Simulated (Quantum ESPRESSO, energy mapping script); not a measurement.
## Spin model of FeH2O2 monolayer from collinear orders

Aim: the exchange couplings of FeH2O2 monolayer from the energies of a few collinear orders, and the ordering temperature that they give.

Method: PBE with U = 5.17 eV on Fe d, ortho-atomic projectors; plane waves, U on orthogonalised atomic orbitals unless named otherwise, collinear spin, no spin–orbit coupling, in Quantum ESPRESSO 7.5.

Report form: the programs' logs are mostly left out.

### 1. Set-up

The cell holds 5 atoms: 1 Fe, 2 O and 2 H. Cell: a = 3.243 Å, b = 3.243 Å, c = 18.976 Å, α = 90.0°, β = 90.0°, γ = 120.0°. It derives from FeH2O2. one layer cut from the bulk crystal, unrelaxed, 15 A of vacuum. Vacuum lies along c.

The cell comes from a database of computed structures, and need not be the one that the compound takes in experiment.

The U corrects the self-interaction that lets semilocal functionals spread d and f electrons too far. Its value here is typed, not computed. These runs use Quantum ESPRESSO.

### 2. Which atoms carry moments

One run in the crystal's own cell, under PBE with U = 3.82 eV on Fe d, ortho-atomic projectors, Quantum ESPRESSO with GBRV potentials, shows which elements keep a moment. Transition or f elements with 0.3 μB or more enter the spin model; moments induced on other atoms do not.

Contents of pw.in:

```
&control
  calculation = 'scf'
  prefix = 'pw'
  outdir = './tmp/'
  pseudo_dir = './pseudo/'
  verbosity = 'low'
/
&system
  ibrav = 0
  nat = 5
  ntyp = 3
  ecutwfc = 45
  ecutrho = 360
  nbnd = 26
  occupations = 'smearing'
  smearing = 'fd'
  degauss = 0.00367493
  nspin = 2
  starting_magnetization(1) = 0.2500
/
&electrons
  conv_thr = 1.2e-08
  electron_maxstep = 120
  mixing_beta = 0.3
  mixing_mode = 'plain'
/
ATOMIC_SPECIES
  Fe 55.8450 Fe.upf
  O 15.9990 O.upf
  H 1.0080 H.upf
CELL_PARAMETERS angstrom
  3.24334333 0.00000029 0.00000000
  -1.62167191 2.80881757 0.00000000
  0.00000000 0.00000000 18.97552900
ATOMIC_POSITIONS crystal
  Fe 0.00000000 0.00000000 0.50000000
  O 0.66666667 0.33333333 0.44617800
  O 0.33333333 0.66666667 0.55382200
  H 0.33333333 0.66666667 0.60475400
  H 0.66666667 0.33333333 0.39524600
K_POINTS automatic
  8 8 1 0 0 0
HUBBARD {ortho-atomic}
U Fe-3d 3.82
```

Started as:

```console
OMP_NUM_THREADS=1 mpirun -n 4 pw.x -nk 4 -in pw.in > pw.out
```

Elapsed: 25 s, on 4 MPI ranks of Intel Xeon 6975P-C (Granite Rapids), shared host; peak memory 0.98 GiB; 99 s of CPU time.

Spin moment in the sphere by atom:

| atom | spin moment in the sphere (μB) |
| --- | --- |
| Fe1 | 3.55 |
| O2 | 0.05 |
| O3 | 0.05 |
| H4 | 0.00 |
| H5 | 0.00 |

The run ends ferromagnetic; Fe carries the moments.

### 3. Order 1: parallel, cell A of 10 atoms

Each cell gets its own parallel run on the same mesh, so that most of the mesh error cancels in the differences.

The potential files are GBRV's for PBE; pw.x takes the functional from them.

Contents of pw.in:

```
&control
  calculation = 'scf'
  prefix = 'pw'
  outdir = './tmp/'
  pseudo_dir = './pseudo/'
  verbosity = 'low'
/
&system
  ibrav = 0
  nat = 10
  ntyp = 3
  ecutwfc = 45
  ecutrho = 360
  nbnd = 47
  occupations = 'smearing'
  smearing = 'fd'
  degauss = 0.00367493
  nspin = 2
  starting_magnetization(1) = 0.2500
/
&electrons
  conv_thr = 2.5e-08
  electron_maxstep = 120
  mixing_beta = 0.3
  mixing_mode = 'plain'
/
ATOMIC_SPECIES
  Fe 55.8450 Fe.upf
  O 15.9990 O.upf
  H 1.0080 H.upf
CELL_PARAMETERS angstrom
  3.24334333 0.00000029 0.00000000
  -3.24334383 5.61763514 0.00000000
  0.00000000 0.00000000 18.97552900
ATOMIC_POSITIONS crystal
  Fe 0.00000000 0.00000000 0.50000000
  Fe 0.00000000 0.50000000 0.50000000
  O 0.66666667 0.16666667 0.44617800
  O 0.66666667 0.66666667 0.44617800
  O 0.33333333 0.33333333 0.55382200
  O 0.33333333 0.83333333 0.55382200
  H 0.33333333 0.33333333 0.60475400
  H 0.33333333 0.83333333 0.60475400
  H 0.66666667 0.16666667 0.39524600
  H 0.66666667 0.66666667 0.39524600
K_POINTS automatic
  12 6 1 0 0 0
HUBBARD {ortho-atomic}
U Fe-3d 5.17
```

Wall time 3.7 min (4 MPI ranks); peak memory 2.3 GiB.

Spin moment in the sphere by atom:

| atom | spin moment in the sphere (μB) |
| --- | --- |
| Fe1 | 3.58 |
| Fe2 | 3.58 |
| O3 | 0.04 |
| O4 | 0.04 |
| O5 | 0.04 |
| O6 | 0.04 |
| H7 | 0.00 |
| H8 | 0.00 |
| H9 | 0.00 |
| H10 | 0.00 |

The run ends ferromagnetic.

### 4. Compensated +− start in cell A (10 atoms)

Reversing part of the moments probes the couplings between the two sets.

Edit pw.in of step 3 so:

```diff
@@ -10,6 +10,6 @@
   nat = 10
-  ntyp = 3
+  ntyp = 4
   ecutwfc = 45
   ecutrho = 360
-  nbnd = 47
+  nbnd = 42
   occupations = 'smearing'
@@ -19,2 +19,3 @@
   starting_magnetization(1) = 0.2500
+  starting_magnetization(2) = -0.2500
 /
@@ -27,3 +28,4 @@
 ATOMIC_SPECIES
-  Fe 55.8450 Fe.upf
+  Fe1 55.8450 Fe.upf
+  Fe2 55.8450 Fe.upf
   O 15.9990 O.upf
@@ -35,4 +37,4 @@
 ATOMIC_POSITIONS crystal
-  Fe 0.00000000 0.00000000 0.50000000
-  Fe 0.00000000 0.50000000 0.50000000
+  Fe1 0.00000000 0.00000000 0.50000000
+  Fe2 0.00000000 0.50000000 0.50000000
   O 0.66666667 0.16666667 0.44617800
@@ -48,2 +50,3 @@
 HUBBARD {ortho-atomic}
-U Fe-3d 5.17
+U Fe1-3d 5.17
+U Fe2-3d 5.17
```

Wall time 18 min (4 MPI ranks); peak memory 2.3 GiB.

The run was stopped unfinished when the time set aside for it ran out, so what it printed is not taken as a result.

### 5. Order 3: parallel, cell B of 15 atoms

The parallel order again, as the reference for this cell.

Contents of pw.in:

```
&control
  calculation = 'scf'
  prefix = 'pw'
  outdir = './tmp/'
  pseudo_dir = './pseudo/'
  verbosity = 'low'
/
&system
  ibrav = 0
  nat = 15
  ntyp = 3
  ecutwfc = 45
  ecutrho = 360
  nbnd = 68
  occupations = 'smearing'
  smearing = 'fd'
  degauss = 0.00367493
  nspin = 2
  starting_magnetization(1) = 0.2500
/
&electrons
  conv_thr = 3.7e-08
  electron_maxstep = 120
  mixing_beta = 0.3
  mixing_mode = 'plain'
/
ATOMIC_SPECIES
  Fe 55.8450 Fe.upf
  O 15.9990 O.upf
  H 1.0080 H.upf
CELL_PARAMETERS angstrom
  3.24334333 0.00000029 0.00000000
  -4.86501574 8.42645271 0.00000000
  0.00000000 0.00000000 18.97552900
ATOMIC_POSITIONS crystal
  Fe 0.00000000 0.00000000 0.50000000
  Fe 0.00000000 0.33333333 0.50000000
  Fe 0.00000000 0.66666667 0.50000000
  O 0.66666667 0.11111111 0.44617800
  O 0.66666667 0.44444444 0.44617800
  O 0.66666667 0.77777778 0.44617800
  O 0.33333333 0.22222222 0.55382200
  O 0.33333333 0.55555556 0.55382200
  O 0.33333333 0.88888889 0.55382200
  H 0.33333333 0.22222222 0.60475400
  H 0.33333333 0.55555556 0.60475400
  H 0.33333333 0.88888889 0.60475400
  H 0.66666667 0.11111111 0.39524600
  H 0.66666667 0.44444444 0.39524600
  H 0.66666667 0.77777778 0.39524600
K_POINTS automatic
  12 4 1 0 0 0
HUBBARD {ortho-atomic}
U Fe-3d 5.17
```

Run time: 6.4 min. Hardware: 4 MPI ranks; peak memory 3.3 GiB.

The run ends ferromagnetic. For each magnetic atom its energy differs from the parallel run of the first cell by 0.01 meV, an error that one common reference would have brought in.

### 6. Run 4 (uncompensated ++−; cell B, 15 atoms)

Edit pw.in of step 5 so:

```diff
@@ -10,6 +10,6 @@
   nat = 15
-  ntyp = 3
+  ntyp = 4
   ecutwfc = 45
   ecutrho = 360
-  nbnd = 68
+  nbnd = 64
   occupations = 'smearing'
@@ -19,2 +19,3 @@
   starting_magnetization(1) = 0.2500
+  starting_magnetization(2) = -0.2500
 /
@@ -27,3 +28,4 @@
 ATOMIC_SPECIES
-  Fe 55.8450 Fe.upf
+  Fe1 55.8450 Fe.upf
+  Fe2 55.8450 Fe.upf
   O 15.9990 O.upf
@@ -35,5 +37,5 @@
 ATOMIC_POSITIONS crystal
-  Fe 0.00000000 0.00000000 0.50000000
-  Fe 0.00000000 0.33333333 0.50000000
-  Fe 0.00000000 0.66666667 0.50000000
+  Fe1 0.00000000 0.00000000 0.50000000
+  Fe1 0.00000000 0.33333333 0.50000000
+  Fe2 0.00000000 0.66666667 0.50000000
   O 0.66666667 0.11111111 0.44617800
@@ -53,2 +55,3 @@
 HUBBARD {ortho-atomic}
-U Fe-3d 5.17
+U Fe1-3d 5.17
+U Fe2-3d 5.17
```

Elapsed: 18 min, on 4 MPI ranks; peak memory 3.3 GiB.

The run was stopped unfinished when the time set aside for it ran out, so what it printed is not taken as a result.

### 7. Order 5: parallel, cell C of 15 atoms

This run holds the same structure in another cell (a 3.243 → 5.618 Å, γ 120.0 → 30.0°).

Contents of pw.in:

```
&control
  calculation = 'scf'
  prefix = 'pw'
  outdir = './tmp/'
  pseudo_dir = './pseudo/'
  verbosity = 'low'
/
&system
  ibrav = 0
  nat = 15
  ntyp = 3
  ecutwfc = 45
  ecutrho = 360
  nbnd = 68
  occupations = 'smearing'
  smearing = 'fd'
  degauss = 0.00367493
  nspin = 2
  starting_magnetization(1) = 0.2500
/
&electrons
  conv_thr = 3.7e-08
  electron_maxstep = 120
  mixing_beta = 0.3
  mixing_mode = 'plain'
/
ATOMIC_SPECIES
  Fe 55.8450 Fe.upf
  O 15.9990 O.upf
  H 1.0080 H.upf
CELL_PARAMETERS angstrom
  -0.00000050 5.61763543 0.00000000
  -4.86501574 8.42645271 0.00000000
  0.00000000 0.00000000 18.97552900
ATOMIC_POSITIONS crystal
  Fe 0.00000000 0.00000000 0.50000000
  Fe 0.00000000 0.33333333 0.50000000
  Fe 0.00000000 0.66666667 0.50000000
  O 0.66666667 0.66666667 0.44617800
  O 0.66666667 0.00000000 0.44617800
  O 0.66666667 0.33333333 0.44617800
  O 0.33333333 0.00000000 0.55382200
  O 0.33333333 0.33333333 0.55382200
  O 0.33333333 0.66666667 0.55382200
  H 0.33333333 0.00000000 0.60475400
  H 0.33333333 0.33333333 0.60475400
  H 0.33333333 0.66666667 0.60475400
  H 0.66666667 0.66666667 0.39524600
  H 0.66666667 0.00000000 0.39524600
  H 0.66666667 0.33333333 0.39524600
K_POINTS automatic
  12 12 1 0 0 0
HUBBARD {ortho-atomic}
U Fe-3d 5.17
```

It took 7.1 min on 4 MPI ranks; peak memory 4.2 GiB.

The run ends ferromagnetic. For each magnetic atom its energy differs from the parallel run of the first cell by -0.76 meV, an error that one common reference would have brought in.

### 8. Order 6: uncompensated ++−, cell C of 15 atoms

Edit pw.in of step 7 so:

```diff
@@ -10,6 +10,6 @@
   nat = 15
-  ntyp = 3
+  ntyp = 4
   ecutwfc = 45
   ecutrho = 360
-  nbnd = 68
+  nbnd = 64
   occupations = 'smearing'
@@ -19,2 +19,3 @@
   starting_magnetization(1) = 0.2500
+  starting_magnetization(2) = -0.2500
 /
@@ -27,3 +28,4 @@
 ATOMIC_SPECIES
-  Fe 55.8450 Fe.upf
+  Fe1 55.8450 Fe.upf
+  Fe2 55.8450 Fe.upf
   O 15.9990 O.upf
@@ -35,5 +37,5 @@
 ATOMIC_POSITIONS crystal
-  Fe 0.00000000 0.00000000 0.50000000
-  Fe 0.00000000 0.33333333 0.50000000
-  Fe 0.00000000 0.66666667 0.50000000
+  Fe1 0.00000000 0.00000000 0.50000000
+  Fe1 0.00000000 0.33333333 0.50000000
+  Fe2 0.00000000 0.66666667 0.50000000
   O 0.66666667 0.66666667 0.44617800
@@ -53,2 +55,3 @@
 HUBBARD {ortho-atomic}
-U Fe-3d 5.17
+U Fe1-3d 5.17
+U Fe2-3d 5.17
```

Elapsed: 44 s, on 4 MPI ranks; peak memory 3.3 GiB.

The run was stopped unfinished when the time set aside for it ran out, so what it printed is not taken as a result.

### 9. Mapping onto a Heisenberg model

Each energy difference is a sum of couplings weighted by the pairs that the order reverses. A few near shells are fitted to the differences by least squares. Energies are those extrapolated to zero occupation width, not the free energies F.

The orders side by side; each is measured from the parallel order in the same cell and on the same mesh:

| order | atoms | energy (meV a magnetic atom) | moments (μB) | moments kept as typed |
| --- | --- | --- | --- | --- |
| parallel in cell A | 10 | 0.00 | 3.58 | yes |
| parallel in cell B | 15 | 0.00 | 3.58 | yes |
| parallel in cell C | 15 | 0.00 | 3.58 | yes |

No pair of orders in one cell converged with its signs kept, so no coupling can be fitted.

### 10. Results

```json
{
 "couplings": "not obtained"
}
```

What this shows: Too few runs finished in the time allowed to form a difference.

[Logs and program files are shortened in this print: banners, set-up blocks, solver, clock and traceback lines can be left out without a mark of their own.]

[Logs are printed without paths, hosts, clocks, repeated set-up lines and the standing remarks that a program may print on its own settings, such as how far it seeks lower states.]

[Hosts, paths, dates, database ids (printed as entryN), source tags and the programs' standing remarks are cut or masked in the printed files.]

[Where a cell is said to come from a database of computed structures, the database is the Materials Project.]
